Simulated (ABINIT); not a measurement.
# Mo (P-1) in ABINIT: notebook

The runs below take Mo through real-space fields, band structure, with r2SCAN, BP86+D3.

All numbers are computed with ABINIT 10.8.3 (patched build); they aren't measurements. Logs are shortened: lines on timing, memory, paths and dates and some standing lists are left out, and cuts for length are marked. The log counts tension as positive stress, the text compression.

## 1. The cell of the first run

The typed cell holds 1 atom: a = 2.705 Å, b = 2.731 Å, c = 2.758 Å, α = 108.76°, β = 109.25°, γ = 109.33°.

## 2. Real-space fields, r2SCAN, collinear spin, ferromagnetic start (cell strained at random at fixed volume)

Contents of run.abi:

```
# Pseudopotentials
pp_dirpath "./"
pseudos "42_Mo_14_2.0_2.6_pbe_n_v1.0.psp8"

# Structure
acell 5.1115629133 5.1609199433 5.2126852078
rprim
    -0.5789023304     0.5761325654     0.5770124427
     0.5809549807    -0.5712938303     0.5797539736
     0.5837326076     0.5816810815    -0.5664833292
ntypat 1
znucl 42
natom 1
typat 1
xcart
     0.3650620113    -0.3751641627    -0.1202670235
chkprim 0
chksymtnons 0
tolsym 1.0e-6

# Plane-wave basis
ecut 35.0

# k points
kptopt 1
ngkpt 5 5 5
nshiftk 1
shiftk 0.0 0.0 0.0

# Exchange and correlation
ixc -497498
usekden 1
nc_xccc_gspace 1
boxcutmin 3.0

# Bands and occupations
nband 11
occopt 7
tsmear 0.00499791

# Spin
nsppol 2
spinat
     0.0000000000     0.0000000000     1.0000000000

# SCF cycle
nstep 100
tolvrs 1.0e-9

# Output
iomode 3
prtwf 0
prteig 0
prtebands 0
enunit 1
prtden 1
prtvha 1
prtvclmb 1
prtpot 1
```

Potentials or basis: SPMS NC PBE v1.0.

The run is started by

```
abinit run.abi > log 2>&1
```

run.abo:

```text
.Version 10.8.3 of ABINIT
 Symmetries : space group P-1 (#  2); Bravais aP (primitive triclinic)
================================================================================
 Values of the parameters that define the memory need of the present run
     intxc =       0    ionmov =       0      iscf =       7    lmnmax =       6
     lnmax =       6     mgfft =      45  mpssoang =       3    mqgrid =    3001
     natom =       1  nloc_mem =       1    nspden =       2   nspinor =       1
    nsppol =       2      nsym =       2    n1xccc =    2501    ntypat =       1
    occopt =       7   xclevel =       2
       mpw =        1072          nfft =       91125          nkpt =          63
================================================================================
================================================================================

--------------------------------------------------------------------------------
------------- Echo of variables that govern the present computation ------------
--------------------------------------------------------------------------------
 -outvars: echo values of preprocessed input variables --------
            acell      5.1115629133E+00  5.1609199433E+00  5.2126852078E+00 Bohr
              amu      9.59400000E+01
        boxcutmin      3.00000000E+00
          chkprim           0
      chksymtnons           0
             ecut      3.50000000E+01 Hartree
           enunit           1
                       outvar_i_n : Printing only first  50 k-points.
              ixc     -497498
                       outvar_i_n : Printing only first  50 k-points.
         kptrlatt        5    0    0      0    5    0      0    0    5
          kptrlen      2.55578146E+01
            natom           1
            nband          11
   nc_xccc_gspace           1
            ngfft          45      45      45
             nkpt          63
           nspden           2
           nsppol           2
            nstep         100
             nsym           2
           ntypat           1
                       prtocc : prtvol=0, do not print more k-points.
                       1.000000  1.000000  1.000000  1.000000  1.000000  1.000000
                       1.000000  0.000000  0.000000  0.000000  0.000000
                       1.000000  1.000000  1.000000  1.000000  1.000000  1.000000
                       1.000000  0.000000  0.000000  0.000000  0.000000
                       1.000000  1.000000  1.000000  1.000000  1.000000  1.000000
                       1.000000  0.000000  0.000000  0.000000  0.000000
                       1.000000  1.000000  1.000000  1.000000  1.000000  1.000000
                       1.000000  0.000000  0.000000  0.000000  0.000000
                       1.000000  1.000000  1.000000  1.000000  1.000000  1.000000
                       1.000000  0.000000  0.000000  0.000000  0.000000
                       1.000000  1.000000  1.000000  1.000000  1.000000  1.000000
                       1.000000  0.000000  0.000000  0.000000  0.000000
                       1.000000  1.000000  1.000000  1.000000  1.000000  1.000000
                       1.000000  0.000000  0.000000  0.000000  0.000000
                       1.000000  1.000000  1.000000  1.000000  1.000000  1.000000
                       1.000000  0.000000  0.000000  0.000000  0.000000
                       1.000000  1.000000  1.000000  1.000000  1.000000  1.000000
[... 68 lines left out ...]
                       1.000000  0.000000  0.000000  0.000000  0.000000
                       1.000000  1.000000  1.000000  1.000000  1.000000  1.000000
                       1.000000  0.000000  0.000000  0.000000  0.000000
                       1.000000  1.000000  1.000000  1.000000  1.000000  1.000000
                       1.000000  0.000000  0.000000  0.000000  0.000000
                       1.000000  1.000000  1.000000  1.000000  1.000000  1.000000
                       1.000000  0.000000  0.000000  0.000000  0.000000
                       1.000000  1.000000  1.000000  1.000000  1.000000  1.000000
                       1.000000  0.000000  0.000000  0.000000  0.000000
                       1.000000  1.000000  1.000000  1.000000  1.000000  1.000000
                       1.000000  0.000000  0.000000  0.000000  0.000000
                       1.000000  1.000000  1.000000  1.000000  1.000000  1.000000
                       1.000000  0.000000  0.000000  0.000000  0.000000
                       1.000000  1.000000  1.000000  1.000000  1.000000  1.000000
                       1.000000  0.000000  0.000000  0.000000  0.000000
                       prtocc : prtvol=0, do not print more k-points.
           occopt           7
        prtebands           0
           prteig           0
          prtkden           1
           prtpot           1
         prtvclmb           1
           prtvha           1
            prtwf           0
            rprim     -5.7890233040E-01  5.7613256540E-01  5.7701244270E-01
                       5.8095498070E-01 -5.7129383030E-01  5.7975397360E-01
                       5.8373260760E-01  5.8168108150E-01 -5.6648332920E-01
          spgroup           2
           spinat      0.0000000000E+00  0.0000000000E+00  1.0000000000E+00
           tolsym      1.00000000E-06
[... 108 lines left out ...]
)     Maximum=    1.6756E+00  at reduced coord.    0.9111    0.0444    0.0000
)     Minimum=    6.0634E-03  at reduced coord.    0.1556    0.7778    0.4889
   Integrated=    1.0520E+01
 Magnetization (spin up - spin down) [Ha/Bohr^3]
)     Maximum=    1.1109E-07  at reduced coord.    0.9111    0.0444    0.0000
)     Minimum=   -1.6750E-06  at reduced coord.    0.9111    0.1556    0.1111
   Integrated=   -9.8089E-06
 Relative magnetization (=zeta, between -1 and 1)
)     Maximum=    3.6973E-07  at reduced coord.    0.3111    0.9333    0.4889
)     Minimum=   -1.2527E-06  at reduced coord.    0.5333    0.0889    0.0222
--------------------------------------------------------------------------------

 Cartesian components of stress tensor (hartree/bohr^3)
  sigma(1 1)=  2.64248484E-04  sigma(3 2)= -1.50032326E-05
  sigma(2 2)=  2.09906422E-04  sigma(3 1)=  1.91039559E-05
  sigma(3 3)=  1.81660374E-04  sigma(2 1)=  5.03181283E-05

--- !ResultsGS
iteration_state: {dtset: 1, }
comment   : Summary of ground state results
lattice_vectors:
- [ -2.9590957,   2.9449379,   2.9494354, ]
- [  2.9982621,  -2.9484017,   2.9920638, ]
- [  3.0428143,   3.0321204,  -2.9528993, ]
lattice_lengths: [   5.11156,    5.16092,    5.21269, ]
lattice_angles: [108.760, 109.249, 109.325, ] # degrees, (23, 13, 12)
lattice_volume:   1.0724198E+02
convergence: {deltae: -7.105E-14, res2:  6.433E-10, residm:  4.817E-07, diffor: null, }
etotal    :  -7.04263545E+01
entropy   :   0.00000000E+00
fermie    :   6.36971646E-01
cartesian_stress_tensor: # hartree/bohr^3
- [  2.64248484E-04,   5.03181283E-05,   1.91039559E-05, ]
- [  5.03181283E-05,   2.09906422E-04,  -1.50032326E-05, ]
- [  1.91039559E-05,  -1.50032326E-05,   1.81660374E-04, ]
pressure_GPa:  -6.4316E+00
xred      :
- [ -8.4324E-02,   4.0762E-02,  -2.1940E-03, Mo]
cartesian_forces: # hartree/bohr
- [ -0.00000000E+00,  -0.00000000E+00,  -0.00000000E+00, ]
force_length_stats: {min:   0.00000000E+00, max:   0.00000000E+00, mean:   0.00000000E+00, }
...

 Integrated electronic and magnetization densities in atomic spheres:
 ------------------------------------------------------------------------------------------------------------
 Radius=ratsph(iatom), smearing ratsm=  0.0000. Diff(up-dn)=approximate z local magnetic moment.
    Atom    Radius    up_density   dn_density  Total(up+dn)  Diff(up-dn)
    1 Mo   2.00000     5.240460     5.240464     10.480924    -0.000003
 ------------------------------------------------------------------------------------------------------------
  Sum:                 5.240460     5.240464     10.480924    -0.000003
 Total magnetization (from the atomic spheres):               -0.000003
 Total magnetization (exact up - dn):                         -0.000004

================================================================================

 ----iterations are completed or convergence reached----

 Mean square residual over all n,k,spin=   72.656E-11; max=  48.167E-08
 reduced coordinates (array xred) for    1 atoms
      -0.084324000002      0.040761999995     -0.002193999993
 rms dE/dt=  0.0000E+00; max dE/dt=  0.0000E+00; dE/dt below (all hartree)
    1       0.000000000000      0.000000000000      0.000000000000

 cartesian coordinates (angstrom) at end:
    1      0.19318249681532    -0.19852832511366    -0.06364256801616

 cartesian forces (hartree/bohr) at end:
    1     -0.00000000000000    -0.00000000000000    -0.00000000000000
 frms,max,avg= 0.0000000E+00 0.0000000E+00   0.000E+00  0.000E+00  0.000E+00 h/b

 cartesian forces (eV/Angstrom) at end:
    1     -0.00000000000000    -0.00000000000000    -0.00000000000000
 frms,max,avg= 0.0000000E+00 0.0000000E+00   0.000E+00  0.000E+00  0.000E+00 e/A
 length scales=  5.111562913300  5.160919943300  5.212685207800 bohr
              =  2.704922603980  2.731041219436  2.758434217708 angstroms
 Fermi (or HOMO) energy (eV) =  17.33288   Average Vxc (eV)= -14.74939
 Eigenvalues (   eV  ) for nkpt=  63  k points, SPIN UP:
 kpt#   1, nband= 11, wtk=  0.00800, kpt=  0.0000  0.0000  0.0000 (reduced coord)
 -46.65408  -18.72684  -18.68074  -18.61584    9.35141   15.58777   15.73938   16.12716
  19.00141   19.22207   32.25865
 prteigrs : prtvol=0 or 1, do not print more k-points.

 Eigenvalues (   eV  ) for nkpt=  63  k points, SPIN DOWN:
 kpt#   1, nband= 11, wtk=  0.00800, kpt=  0.0000  0.0000  0.0000 (reduced coord)
 -46.65408  -18.72685  -18.68075  -18.61585    9.35141   15.58776   15.73937   16.12715
  19.00141   19.22207   32.25866
 prteigrs : prtvol=0 or 1, do not print more k-points.

--- !EnergyTerms
iteration_state     : {dtset: 1, }
comment             : Components of total free energy in Hartree
kinetic             :  2.10409348878651E+01
hartree             :  8.90990641079626E+00
xc                  : -1.05338188849905E+01
Ewald energy        : -5.95743711748229E+01
psp_core            :  1.96559076261813E+00
local_psp           : -4.37240728559412E+01
non_local_psp       :  1.14900837358893E+01
internal            : -7.04257471185859E+01
'-kT*entropy'       : -6.07357527101479E-04
total_energy        : -7.04263544761130E+01
total_energy_eV     : -1.91639873354588E+03
band_energy         : -4.54380543641142E+00
...

 Cartesian components of stress tensor (hartree/bohr^3)
  sigma(1 1)=  2.64248484E-04  sigma(3 2)= -1.50032326E-05
  sigma(2 2)=  2.09906422E-04  sigma(3 1)=  1.91039559E-05
  sigma(3 3)=  1.81660374E-04  sigma(2 1)=  5.03181283E-05

-Cartesian components of stress tensor (GPa)         [Pressure= -6.4316E+00 GPa]
- sigma(1 1)=  7.77445882E+00  sigma(3 2)= -4.41410343E-01
- sigma(2 2)=  6.17566014E+00  sigma(3 1)=  5.62057786E-01
- sigma(3 3)=  5.34463272E+00  sigma(2 1)=  1.48041045E+00

== END DATASET(S) ==============================================================
================================================================================

 -outvars: echo values of variables after computation  --------
            acell      5.1115629133E+00  5.1609199433E+00  5.2126852078E+00 Bohr
           etotal     -7.0426354476E+01
            fcart     -0.0000000000E+00 -0.0000000000E+00 -0.0000000000E+00
            rprim     -5.7890233040E-01  5.7613256540E-01  5.7701244270E-01
                       5.8095498070E-01 -5.7129383030E-01  5.7975397360E-01
                       5.8373260760E-01  5.8168108150E-01 -5.6648332920E-01
           strten      2.6424848434E-04  2.0990642171E-04  1.8166037370E-04
                      -1.5003232626E-05  1.9103955858E-05  5.0318128284E-05
           xangst      1.9318249682E-01 -1.9852832511E-01 -6.3642568016E-02
             xred     -8.4324000002E-02  4.0761999995E-02 -2.1939999932E-03
 Calculation completed.
```

Run time: 22 min. Hardware: 1 thread of Arm Neoverse V1, shared host; peak memory 0.14 GiB.

Results:

```
Free energy                                           : -1916.3987 eV
Pressure                                              : -6.4 GPa
Band gap on the k mesh                                : none (metal or under the smearing width)
Net moment                                            : 0.00 μB per cell
Valence electrons inside the program's atomic spheres : Mo 10.48 (radii [1.0584] Å)
```

Caveat: the k mesh is coarse (spacing up to 0.56 Å⁻¹), so the values aren't converged; a meta-GGA on potentials with a model core is unreliable; the potentials were made for another functional, which shifts forces and pressure.

## 3. Band structure, BP86+D3 (volume scaled by 1.08)

Contents of run.abi:

```
# Datasets: ground state, then fixed potential
ndtset 2

# Pseudopotentials
pp_dirpath "./"
pseudos "Mo.upf"

# Structure
acell 3*1.0 Angstrom
rprim
    -1.6249651476     1.6249651476     1.6249651476
     1.6249651476    -1.6249651476     1.6249651476
     1.6249651476     1.6249651476    -1.6249651476
ntypat 1
znucl 42
natom 1
typat 1
xred
     0.0000000000     0.0000000000     0.0000000000
chkprim 0
chksymtnons 0
tolsym 1.0e-6

# Plane-wave basis
ecut 1088.455450 eV

# Exchange and correlation
ixc -106132
vdw_xc 6

# Bands and occupations
occopt 3
tsmear 0.1 eV

# SCF cycle
nstep 100

# Output
iomode 3
prtwf 0
prteig 0
prtebands 0
prtden1 1
prtvha1 1
prtvclmb1 1
prtpot1 1
prtelf1 1

# Dataset 1
kptopt1 1
ngkpt1 12 12 12
nshiftk1 1
shiftk1 0.0 0.0 0.0
nband1 11
tolvrs1 1.0e-10

# Dataset 2: bands along G-H-N-G-P-H
iscf2 -2
getden2 1
nband2 15
nbdbuf2 2
tolwfr2 1.0e-12
kptopt2 -5
ndivsm2 6
prteig2 1
prtvol2 -3
kptbounds2
     0.0000000000     0.0000000000     0.0000000000
     0.5000000000    -0.5000000000     0.5000000000
     0.0000000000     0.0000000000     0.5000000000
     0.0000000000     0.0000000000     0.0000000000
     0.2500000000     0.2500000000     0.2500000000
     0.5000000000    -0.5000000000     0.5000000000
```

Potentials or basis: PseudoDojo NC SR PBE v0.5 standard.

The run is started by

```
abinit run.abi > log 2>&1
```

Wall time 32 s (1 thread of Arm Neoverse V1, shared host); peak memory 0.1 GiB.

It converged, with:

```
Free energy                                           : -1914.7619 eV
Pressure                                              : -29.6 GPa
Band gap on the k mesh                                : none (metal or under the smearing width)
Valence electrons inside the program's atomic spheres : Mo 10.45 (radii [1.0584] Å)
```

Levels at the corners of the path, in eV from the Fermi level:
```csv
point,band 4,band 5,band 6,band 7,band 8,band 9,band 10,band 11
Γ,-34.68,-6.81,-1.18,-1.18,-1.18,1.52,1.52,14.86
H,-35.41,-4.70,-4.70,3.50,3.50,3.50,8.49,8.49
N,-34.68,-4.73,-2.96,1.45,1.49,2.04,4.14,10.30
Γ,-34.68,-6.81,-1.18,-1.18,-1.18,1.52,1.52,14.86
P,-35.20,-2.35,-2.35,-2.35,2.15,2.15,8.67,10.70
H,-35.41,-4.70,-4.70,3.50,3.50,3.50,8.49,8.49
```

Caveat: the potentials were made for another functional, which shifts forces and pressure; pairwise dispersion overbinds metals, which lowers pressure and volume.
